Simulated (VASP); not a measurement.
A run of VASP 6.6.1 is set up as follows.

File INCAR:

```
SYSTEM = Al
PREC = Accurate
ENCUT = 350
EDIFF = 1E-7
ISMEAR = 0
SIGMA = 0.1
LREAL = .False.
LASPH = .True.
NELM = 80
ALGO = Normal
ISIF = 2
LWAVE = .False.
LCHARG = .False.
```

File KPOINTS:

```
regular mesh
0
Gamma
  10 10 10
  0 0 0
```

Contents of POSCAR:

```
Al                                      
1.0
    0.0000000000      1.9896472618      1.9896472618
    1.9896472618      0.0000000000      1.9896472618
    1.9896472618      1.9896472618      0.0000000000
  Al            
     1
Direct
     0.0000000000000000    0.0000000000000000    0.0000000000000000
```

Potentials or basis: VASP PAW LDA potentials, release 64 (Al).

Run with:

```bash
$ cat potpaw_LDA.64/Al/POTCAR > POTCAR
$ mpirun -np 1 vasp_std > vasp.out
```

Task: What does it give for the band gap on the k mesh?

Result: None (metal or under the smearing width).

Task: Predict the pressure.

Result: 0.0 GPa.
